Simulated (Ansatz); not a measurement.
## As (omega (AlB2-type)): energy against volume

The calculation used DFT, PBE, plane waves (420 eV) with PAW, scalar-relativistic in Ansatz.

The cell is scaled uniformly from the relaxed one, with fractional coordinates and shape fixed. Energies are extrapolated to zero smearing, pressures are those at the given smearing. Magnetic state: spin not included.

A Birch-Murnaghan fit gives V₀ = 19.22 Å³/atom, B₀ = 81 GPa, B₀′ = 4.4.

Question: What are the energy above the minimum and the pressure at 18.441 Å³/atom?

Answer: 8.6 meV/atom and 3.79 GPa as computed.

Question: What are the energy above the minimum and the pressure at 20.746 Å³/atom?

Answer: 26.9 meV/atom and -5.11 GPa as computed.

Question: What are the energy above the minimum and the pressure at 21.515 Å³/atom?

Answer: 56.8 meV/atom and -6.99 GPa as computed.
